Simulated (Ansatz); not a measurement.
# The I–V curve of a Mg/GaN/HfC junction

What current flows through Mg/GaN/HfC, and is the curve linear and symmetric? The lower electrode is Mg hcp(0001), the upper one HfC rock salt(111); the barrier is GaN wurtzite(0001) (whole bilayers). In the first transport cell, after relaxation, the nearest pair of electrode and barrier is Mg–N at 2.02 Å, along the normal, at the lower face and C–Ga at 2.01 Å, along the normal, at the upper one. All share a net of side 3.19 Å, which strains the lower electrode by +0.0 %, the upper one by -3.0 % and the barrier by -0.9 %, against typed lattice constants near PBE's. The first steps treat the bulk electrodes alone.

Main program and level: Ansatz 0.2.0; PBE DFT, plane waves, PAW files, in the first sound run; inputs show where later runs differ.

## Step 1: The structure

It takes space group P6_3/mmc (No. 194, hexagonal). The conventional cell has a = 3.190 Å, b = 3.190 Å, c = 5.190 Å, α = 90.00°, β = 90.00°, γ = 120.00°. Mg has 12 Mg at 3.18 to 3.19 Å nearest.

## Step 2: Layer spacing of the electrode, 2 atoms, electrode Mg hcp(0001)

The electrode is held to the junction's net and relaxed along the normal; its spacing is used for the ideal lead layers.

input.yaml

```yaml
crystal:
  lattice:
    - [3.19, 0.0, 0.0]
    - [-1.595, 2.7626210381, 0.0]
    - [0.0, 0.0, 5.19]
  atoms:
    - { symbol: Mg, position: [0.0, 0.0, 0.0] }
    - { symbol: Mg, position: [0.3333333333, 0.6666666667, 0.5] }
kpoints:
  mp_grid: { grid: [12, 12, 6] }
scf:
  occupations: { method: fermi_dirac, width: 0.1 }
  max_iter: 150
hamiltonian:
  xc: pbe
relax:
  f_tol: 0.01
  max_steps: 40
  cell: { fix: [a, b, angles] }
```

Launch:

```bash
ansatz run input.yaml --threads 4 --pin off --max-ram 16384MiB --backend cpu --events-out ev --progress --plain --runs-dir out
```

Numbers of over 12 decimals in the logs are rounded to 6 here.

Output:

```text
Engine: ansatz 0.2.0, aarch64-unknown-linux-gnu
Pseudopotentials: kind: paw
Pseudopotential: Mg, paw, valence charge 10, recommended cutoff 420 eV (normal), Mg.paw.azcp
Functional definition: PBE
  parameter kappa = 0.804
  parameter beta = 0.066725
  exchange = pbe_x(kappa = kappa, mu = beta*pi^2/3)
  correlation = pbe_c(beta = beta)
Crystal: 2 atoms, lattice volume = 45.738 Å³
Basis set: ecut = 420 eV, 917 PW (Γ), exchange–correlation on 48×48×72 points (8 copies of the dense FFT grid, shifted against one another)
Bands: 14, of which v1, the nominal top of the filled ones, is band 10 counted from 1 (9 counted from 0)
Symmetry: 24 space group operations
Space group: P63/mmc (ITA 194), of the structure as read, at distance tolerance 3.6e-5 Å
k-points: 76 of 864
Non-local potential: Mg, projectors of the file, l = 0: 3, l = 1: 2, l = 2: 1
PAW form: soft (Blöchl's): semilocal exchange-correlation on the pseudo side does not see the compensation charge
PAW one-centre angular grid: Mg, 110 points (default); XC on 64 Gauss nodes
Initial density: superposition of atomic densities (neutral atoms: chi_scale 0, normalization atom), corrected by the library's trained network
Initial wavefunctions: pseudopotential atomic-orbital guess
Functional: x = pbe(κ = 0.804, μ = 0.219515), c = pbe(β = 0.066725)
SCF iter   1: F=—  HF=-3847.622275 eV  |F-HF|=—  |Δ(HF+E_count)|=         —  Δρ=8.55e-4  dr2=3.88e-4  ethr=1.77e-3  ⟨swp⟩=5.0  Hψ=5339  notcnv=0
preconditioner: auto → none  [metal: Δε(μ)=0.241 eV  Ē_g=6.924 eV  σ=0.100 eV  W_gap=0.45  n_scr=8 (ndim 8)  ℏωp=11.0 eV  f_vac=0.000  D(μ)=0.83/eV (n_scr^D=2)  sad-step TF]
SCF iter   2: F=—  HF=-3847.621894 eV  |F-HF|=—  |Δ(HF+E_count)|=   3.81e-4  Δρ=5.59e-4  dr2=1.67e-4  ethr=1.94e-6  ⟨swp⟩=2.1  Hψ=2242  notcnv=0
SCF iter   3: F=—  HF=-3847.621909 eV  |F-HF|=—  |Δ(HF+E_count)|=   1.49e-5  Δρ=2.51e-4  dr2=1.46e-5  ethr=8.37e-7  ⟨swp⟩=2.0  Hψ=1833  notcnv=0
SCF iter   4: F=—  HF=-3847.621915 eV  |F-HF|=—  |Δ(HF+E_count)|=   6.26e-6  Δρ=9.67e-5  dr2=2.01e-6  ethr=7.31e-8  ⟨swp⟩=2.1  Hψ=1721  notcnv=0
iter 5 did not close the SCF: its close was put off for the readings that it lacked (scf_convergence_deferred on its scf_iter line)
SCF iter   5: F=-3847.621914 eV  HF=-3847.621914 eV  |F-HF|=4.10e-9  |Δ(HF+E_count)|=   1.80e-6  Δρ=6.18e-6  dr2=6.70e-9  ethr=1.01e-8  ⟨swp⟩=2.0  Hψ=1719  notcnv=0
SCF iter   6: F=-3847.621914 eV  HF=-3847.621914 eV  |F-HF|=3.53e-9  |Δ(HF+E_count)|=   8.26e-9  Δρ=3.66e-6  dr2=2.66e-9  ethr=3.35e-11  ⟨swp⟩=1.9  Hψ=3378  notcnv=0
SCF 1 converged in 6 iterations: F = -3847.621914 eV  dr2 = 2.66e-9
  greatest PAW one-centre occupation: 1.000 electrons in one spin orbital (limit 2), on the Mg atom at site 1 (counted from 0), in its partial waves of l = 0
relax step   1: F+E_penalty+E_count = -3847.62191366 eV  Δ(F+E_penalty+E_count) = +0.000e0 eV  max|allowed force component| = 4.163e-17 eV/Å  Δτ_max = 0.0000 Å  P = +0.157 GPa  Ω = 45.738 Å³  fix = [a, b, alpha, beta, gamma]  reactions: a +0.393, b +0.393 GPa  (6 SCF iters, dr2 threshold 1.00e-7 eV, accepted)
Crystal: 2 atoms, lattice volume = 45.603 Å³
Initial density: handed on by an earlier stage of this run
Initial wavefunctions: those handed on with the density
iter 1 solved again at ethr=5.96e-9 eV; its pass at ethr=3.10e-3 eV (dr2=1.19e-6 eV) is discarded
SCF iter   1: F=—  HF=-3847.622071 eV  |F-HF|=—  |Δ(HF+E_count)|=         —  Δρ=4.46e-5  dr2=1.19e-6  ethr=5.96e-9  ⟨swp⟩=3.0  Hψ=8007  notcnv=0
preconditioner: auto → none  [metal: Δε(μ)=0.247 eV  Ē_g=6.935 eV  σ=0.100 eV  W_gap=0.46  n_scr=8 (ndim 8)  ℏωp=11.0 eV  f_vac=0.000  D(μ)=0.82/eV (n_scr^D=2)]
SCF iter   2: F=—  HF=-3847.622083 eV  |F-HF|=—  |Δ(HF+E_count)|=   1.21e-5  Δρ=2.05e-5  dr2=2.44e-7  ethr=5.94e-9  ⟨swp⟩=1.1  Hψ=1068  notcnv=0
SCF iter   3: F=-3847.622083 eV  HF=-3847.622083 eV  |F-HF|=9.09e-12  |Δ(HF+E_count)|=   2.27e-7  Δρ=1.05e-6  dr2=5.07e-10  ethr=1.00e-9  ⟨swp⟩=4.0  Hψ=3079  notcnv=0
SCF 2 converged in 3 iterations: F = -3847.622083 eV  dr2 = 5.07e-10
relax step   2: F+E_penalty+E_count = -3847.62208321 eV  Δ(F+E_penalty+E_count) = -1.696e-4 eV  max|allowed force component| = 7.401e-17 eV/Å  Δτ_max = 0.0000 Å  P = +0.265 GPa  Ω = 45.603 Å³  energy of the carried Pulay correction = +2.702e-6 eV  fix = [a, b, alpha, beta, gamma]  reactions: a +0.437, b +0.437 GPa  (3 SCF iters, dr2 threshold 2.00e-7 eV, accepted)
Crystal: 2 atoms, lattice volume = 45.558 Å³
iter 1 solved again at ethr=6.69e-10 eV; its pass at ethr=3.10e-3 eV (dr2=1.34e-7 eV) is discarded
SCF iter   1: F=—  HF=-3847.622084 eV  |F-HF|=—  |Δ(HF+E_count)|=         —  Δρ=1.48e-5  dr2=1.28e-7  ethr=6.69e-10  ⟨swp⟩=3.1  Hψ=8040  notcnv=0
preconditioner: auto → none  [metal: Δε(μ)=0.248 eV  Ē_g=6.938 eV  σ=0.100 eV  W_gap=0.47  n_scr=8 (ndim 8)  ℏωp=11.0 eV  f_vac=0.000  D(μ)=0.82/eV (n_scr^D=2)]
SCF iter   2: F=—  HF=-3847.622095 eV  |F-HF|=—  |Δ(HF+E_count)|=   1.12e-5  Δρ=6.93e-6  dr2=2.79e-8  ethr=6.41e-10  ⟨swp⟩=2.4  Hψ=1726  notcnv=0
SCF iter   3: F=-3847.622095 eV  HF=-3847.622095 eV  |F-HF|=7.73e-12  |Δ(HF+E_count)|=   2.64e-8  Δρ=6.37e-7  dr2=1.63e-10  ethr=7.70e-11  ⟨swp⟩=4.0  Hψ=3092  notcnv=0
SCF 3 converged in 3 iterations: F = -3847.622095 eV  dr2 = 1.63e-10
relax step   3: F+E_penalty+E_count = -3847.62209503 eV  Δ(F+E_penalty+E_count) = -1.182e-5 eV  max|allowed force component| = 3.701e-17 eV/Å  Δτ_max = 0.0000 Å  P = +0.302 GPa  Ω = 45.558 Å³  energy of the carried Pulay correction = +3.596e-6 eV  fix = [a, b, alpha, beta, gamma]  reactions: a +0.452, b +0.452 GPa  (3 SCF iters, dr2 threshold 1.54e-8 eV, accepted)
Initial wavefunctions: pseudopotential atomic-orbital guess (no wavefunctions were taken with the density)
iter 1 solved again at ethr=2.49e-8 eV; its pass at ethr=3.10e-3 eV (dr2=4.97e-6 eV) is discarded
SCF iter   1: F=—  HF=-3847.622081 eV  |F-HF|=—  |Δ(HF+E_count)|=         —  Δρ=1.51e-6  dr2=6.79e-10  ethr=2.49e-8  ⟨swp⟩=3.6  Hψ=8493  notcnv=0
SCF iter   2: F=—  HF=-3847.622091 eV  |F-HF|=—  |Δ(HF+E_count)|=   1.05e-5  Δρ=8.03e-7  dr2=5.11e-11  ethr=3.39e-12  ⟨swp⟩=3.0  Hψ=2216  notcnv=0
SCF iter   3: F=-3847.622091 eV  HF=-3847.622091 eV  |F-HF|=3.27e-11  |Δ(HF+E_count)|=  5.23e-11  Δρ=4.24e-7  dr2=1.35e-11  ethr=1.00e-12  ⟨swp⟩=5.0  Hψ=3871  notcnv=0
SCF 4 converged in 3 iterations: F = -3847.622091 eV  dr2 = 1.35e-11
relax step   4: F+E_penalty+E_count = -3847.62209136 eV  Δ(F+E_penalty+E_count) = +3.668e-6 eV  max|allowed force component| = 3.932e-17 eV/Å  Δτ_max = 0.0000 Å  P = +0.302 GPa  Ω = 45.558 Å³  fix = [a, b, alpha, beta, gamma]  reactions: a +0.452, b +0.452 GPa  stress off target by 3.12e-4 GPa on what of the cell is left free  SCF on the basis re-selected at this cell (its energy is not comparable with the rows above)  (3 SCF iters)
basis re-selected at this cell: Δ(F+E_penalty+E_count) = +3.668e-6 eV, ΔP = +0.000 GPa vs the last step (what re-selecting the basis moved, of the pressure what is left beyond the Pulay correction that the steps carried, after the strain that the cell walked since its last selection, with what the two solves' SCF thresholds leave and, on support functions, any second-order correction that the steps lacked; it is no m [...]
SCF converged after 3 iterations
Free energy (F): -3847.622091 eV
Harris-Foulkes:  -3847.622091 eV  (|F-HF|=3.27e-11)
Internal energy: -3847.595508 eV  (E = F + TS)
E sigma→0 (E₀):  -3847.608800 eV
Entropy (-TS):   -0.026583 eV (-13.292 meV/atom)
Fermi energy:    5.688279 eV
--- Per-component energies (eV) ---
  E_band       = -713.488740
  E_kinetic    = 149.768020
  E_local      = -3234.718011  (includes V_loc(G=0)·N_el)
  E_nonlocal   = 191.377418
  E_hartree    = 1154.964548
  E_xc         = -56.886362
  E_vxc        = -73.387316  (∫ρ·V_xc dr)
  E_paw        = -585.007494  (= ΣΔE_a)
  E_vpaw       = -56.457896  (= ΣTr[D̂ρ^β])
  E_aug_tail   = -0.000006  (compensation charges beyond the density's cutoff)
  E_ewald      = -1467.093621
  E_smearing   = -0.026583  (= −TS)
  E_closure    = 0.000000  (closes the sum)
  Σ components = -3847.622091   (vs F -3847.622091, Δ=0.00e0)
--- Forces (eV/Å), atoms counted from 1 ---
  atom   1  Mg     0.00000000     0.00000000     0.00000000
  atom   2  Mg     0.00000000    -0.00000000     0.00000000
  max |Σ_I F_I| component: 4.63e-18 eV/Å
--- Stress (GPa, compression-positive) ---
        0.452490       0.000000       0.000000
        0.000000       0.452490       0.000000
        0.000000       0.000000       0.000312
  P = ⅓ Tr σ = 0.3018 GPa (3.018 kbar)
--- Relaxed structure (3 steps of the walk, 3 accepted, 1 SCFs on fresh bases) ---
  F+E_penalty+E_count = -3847.62209136 eV   max|allowed force component| = 3.932e-17 eV/Å   (the final SCF, on the basis selected at the relaxed cell)
  cell:  # Å, volume = 45.5579 Å³
    - [3.190000, 0, 0.0]
    - [-1.595000, 2.762621, 0.0]
    - [0.0, 0.0, 5.169541]
  atoms:
    - { symbol: Mg, position: [9.251858539620023e-18, -5.08852219630634e-17, 0.0] }
    - { symbol: Mg, position: [0.333333, 0.666667, 0.5] }
```

Run time: 2.4 s. Hardware: 4 threads of Arm Neoverse V1, shared host; peak memory 0.33 GiB; 7.1 s of CPU time.

Step by step:

```csv
step,energy less that of the first step (eV),largest force component (eV/Å),pressure (GPa),volume (Å³)
1,0.0000,0.0000,0.16,45.74
2,-0.0002,0.0000,0.27,45.60
3,-0.0002,0.0000,0.30,45.56
4*,-0.0002,0.0000,0.30,45.56
```

Relaxation steps marked * repeat the geometry before them on a plane-wave basis chosen anew for their cell, so energy and pressure can jump there.

Forces are held to the 24 operations that the run works with; a distortion that breaks them can't arise in this run.

```csv
"conventional cell, symmetrised",before,after,change
a (Å),3.190,3.190,+0.0 %
b (Å),3.190,3.190,+0.0 %
c (Å),5.190,5.170,-0.4 %
volume (Å³/atom),22.87,22.78,-0.4 %
```

Final coordinates:

```
Mg
1.0
     3.19000    0.00000    0.00000
    -1.59500    2.76262    0.00000
     0.00000    0.00000    5.16954
Mg
2
Direct
  0.00000 0.00000 0.00000
  0.33333 0.66667 0.50000
```

Numbers from this step:

- free energy: -3847.6221 eV
- Fermi energy: 5.688 eV
- pressure: 0.3018 GPa

## Step 3: The strained electrode, 6 atoms, electrode HfC rock salt(111)

System of this step: HfC. Symmetry: R-3m, No. 166, trigonal system. Conventional cell: a = 3.190 Å, b = 3.190 Å, c = 8.222 Å, α = 90.00°, β = 90.00°, γ = 120.00°. Hf has 6 C at 2.30 Å nearest. Nearest to C lie 6 Hf at 2.30 Å. Farther neighbours are not listed.

The electrode is held to the junction's net and relaxed along the normal; its spacing is used for the ideal lead layers.

input.yaml, the sections that differ from step 2:

```yaml
crystal:
  lattice:
    - [3.19, 0.0, 0.0]
    - [-1.595, 2.7626210381, 0.0]
    - [0.0, 0.0, 8.2221510382]
  atoms:
    - { symbol: Hf, position: [0.0, 0.0, 0.0] }
    - { symbol: C, position: [0.3333333333, 0.6666666667, 0.1666666667] }
    - { symbol: Hf, position: [0.6666666667, 0.3333333333, 0.3333333333] }
    - { symbol: C, position: [0.0, 0.0, 0.5] }
    - { symbol: Hf, position: [0.3333333333, 0.6666666667, 0.6666666667] }
    - { symbol: C, position: [0.6666666667, 0.3333333333, 0.8333333333] }
kpoints:
  mp_grid: { grid: [12, 12, 4] }
# scf, hamiltonian, relax: as in step 2
```

Output:

```text
[...]
Crystal: 6 atoms, lattice volume = 72.460 Å³
Basis set: ecut = 420 eV, 1431 PW (Γ), exchange–correlation on 48×48×120 points (8 copies of the dense FFT grid, shifted against one another)
Bands: 54, of which v1, the nominal top of the filled ones, is band 45 counted from 1 (44 counted from 0)
Symmetry: 36 space group operations
[...]
k-points: 69 of 576
[...]
SCF iter   1: F=—  HF=-47922.200883 eV  |F-HF|=—  |Δ(HF+E_count)|=         —  Δρ=1.45e-3  dr2=1.17e-3  ethr=1.77e-3  ⟨swp⟩=4.9  Hψ=11095  notcnv=0  defer=7
[...]
SCF iter   6: F=-47922.200697 eV  HF=-47922.200697 eV  |F-HF|=4.50e-9  |Δ(HF+E_count)|=   3.13e-8  Δρ=7.72e-6  dr2=3.21e-8  ethr=1.11e-10  ⟨swp⟩=5.3  Hψ=18562  notcnv=0
SCF 1 converged in 6 iterations: F = -47922.200697 eV  dr2 = 3.21e-8
[...]
relax step   1: F+E_penalty+E_count = -47922.20069734 eV  Δ(F+E_penalty+E_count) = +0.000e0 eV  max|allowed force component| = 4.835e-26 eV/Å  Δτ_max = 0.0000 Å  P = +10.349 GPa  Ω = 72.460 Å³  fix = [a, b, alpha, beta, gamma]  reactions: a +16.768, b +16.768 GPa  (6 SCF iters, dr2 threshold 1.00e-7 eV, accepted)
Crystal: 6 atoms, lattice volume = 71.653 Å³
Basis set: ecut = 420 eV, 1419 PW (Γ), exchange–correlation on 48×48×120 points (8 copies of the dense FFT grid, shifted against one another)
[...]
SCF iter   6: F=-47922.199570 eV  HF=-47922.199570 eV  |F-HF|=7.60e-8  |Δ(HF+E_count)|=   2.35e-7  Δρ=1.22e-5  dr2=9.43e-8  ethr=6.67e-10  ⟨swp⟩=4.3  Hψ=13438  notcnv=0
SCF 2 converged in 6 iterations: F = -47922.199570 eV  dr2 = 9.43e-8
relax step   2: F+E_penalty+E_count = -47922.19956971 eV  Δ(F+E_penalty+E_count) = +1.128e-3 eV  max|allowed force component| = 1.026e-26 eV/Å  Δτ_max = 0.0000 Å  P = +13.496 GPa  Ω = 71.653 Å³  energy of the carried Pulay correction = +1.329e-3 eV  fix = [a, b, alpha, beta, gamma]  (6 SCF iters, dr2 threshold 6.00e-7 eV, rejected (line search))
Crystal: 6 atoms, lattice volume = 72.125 Å³
[...]
SCF iter   9: F=-47922.203889 eV  HF=-47922.203889 eV  |F-HF|=0.00e0  |Δ(HF+E_count)|=  7.28e-12  Δρ=4.13e-8  dr2=8.83e-13  ethr=1.00e-12  ⟨swp⟩=4.8  Hψ=13430  notcnv=0
SCF 3 converged in 9 iterations: F = -47922.203889 eV  dr2 = 8.83e-13
relax step   3: F+E_penalty+E_count = -47922.20388854 eV  Δ(F+E_penalty+E_count) = -3.191e-3 eV  max|allowed force component| = 4.942e-29 eV/Å  Δτ_max = 0.0000 Å  P = +11.636 GPa  Ω = 72.125 Å³  energy of the carried Pulay correction = +5.505e-4 eV  fix = [a, b, alpha, beta, gamma]  reactions: a +17.468, b +17.468 GPa  (9 SCF iters, accepted)
[...]
SCF iter   5: F=-47922.203297 eV  HF=-47922.203297 eV  |F-HF|=2.91e-11  |Δ(HF+E_count)|=   1.62e-9  Δρ=4.43e-7  dr2=2.69e-11  ethr=1.00e-12  ⟨swp⟩=5.1  Hψ=18348  notcnv=0
SCF 4 converged in 5 iterations: F = -47922.203297 eV  dr2 = 2.69e-11
relax step   4: F+E_penalty+E_count = -47922.20329668 eV  Δ(F+E_penalty+E_count) = +5.919e-4 eV  max|allowed force component| = 2.052e-28 eV/Å  Δτ_max = 0.0000 Å  P = +11.630 GPa  Ω = 72.125 Å³  fix = [a, b, alpha, beta, gamma]  reactions: a +17.465, b +17.465 GPa  stress off target by 4.09e-2 GPa on what of the cell is left free  SCF on the basis re-selected at this cell (its energy is not comparable with the rows above)  (5 SCF iters)
[...]
SCF converged after 5 iterations
Free energy (F): -47922.203297 eV
[...]
Internal energy: -47922.176558 eV  (E = F + TS)
E sigma→0 (E₀):  -47922.189928 eV
Entropy (-TS):   -0.026738 eV (-4.456 meV/atom)
Fermi energy:    21.140923 eV
[...]
--- Stress (GPa, compression-positive) ---
       17.465395      -0.000000       0.000000
       -0.000000      17.465395      -0.000000
       -0.000000      -0.000000      -0.040915
  P = ⅓ Tr σ = 11.6300 GPa (116.300 kbar)
--- Relaxed structure (3 steps of the walk, 2 accepted, 1 SCFs on fresh bases) ---
[...]
cell:  # Å, volume = 72.1245 Å³
    - [3.190000, 0, 0]
    - [-1.595000, 2.762621, 0]
    - [0, 0, 8.184099]
  atoms:
    - { symbol: Hf, position: [0, 0, 0] }
    - { symbol: C, position: [0.333333, 0.666667, 0.166667] }
    - { symbol: Hf, position: [0.666667, 0.333333, 0.333333] }
    - { symbol: C, position: [0, 0, 0.5] }
    - { symbol: Hf, position: [0.333333, 0.666667, 0.666667] }
    - { symbol: C, position: [0.666667, 0.333333, 0.833333] }
```

Elapsed: 14 s, on 4 threads; peak memory 0.55 GiB.

Step by step:

```csv
step,energy less that of the first step (eV),largest force component (eV/Å),pressure (GPa),volume (Å³)
1,0.0000,0.0000,10.35,72.46
2,0.0011,0.0000,13.50,71.65
3,-0.0032,0.0000,11.64,72.12
4*,-0.0026,0.0000,11.63,72.12
```

Relaxation steps marked * repeat the geometry before them on a plane-wave basis chosen anew for their cell, so energy and pressure can jump there. Relaxation step 2 was tried and not accepted.

Forces are held to the 36 operations that the run works with; a distortion that breaks them can't arise in this run.

```csv
"conventional cell, symmetrised",before,after,change
a (Å),3.190,3.190,+0.0 %
b (Å),3.190,3.190,+0.0 %
c (Å),8.222,8.184,-0.5 %
volume (Å³/atom),12.08,12.02,-0.5 %
```

The relaxed structure:

```cif
data_structure
_symmetry_space_group_name_H-M 'P 1'
_symmetry_Int_Tables_number 1
_cell_length_a 3.1900
_cell_length_b 3.1900
_cell_length_c 8.1841
_cell_angle_alpha 90.000
_cell_angle_beta 90.000
_cell_angle_gamma 120.000
_cell_volume 72.12
loop_
_atom_site_label
_atom_site_type_symbol
_atom_site_fract_x
_atom_site_fract_y
_atom_site_fract_z
_atom_site_occupancy
Hf1 Hf 0.00000 0.00000 0.00000 1
C2 C 0.33333 0.66667 0.16667 1
Hf3 Hf 0.66667 0.33333 0.33333 1
C4 C 0.00000 0.00000 0.50000 1
Hf5 Hf 0.33333 0.66667 0.66667 1
C6 C 0.66667 0.33333 0.83333 1
```

This step gave:

| Property | Result |
| --- | --- |
| free energy | -47922.2033 eV |
| Fermi energy | 21.14 eV |
| pressure | 11.63 GPa |

(Continued in part 2 of 5.)

[Logs are printed without paths, hosts, clocks, repeated set-up lines and the standing remarks that a program may print on its own settings, such as how far it seeks lower states.]

[Hosts, paths, dates, database ids (printed as entryN), source tags and the programs' standing remarks are cut or masked in the printed files.]
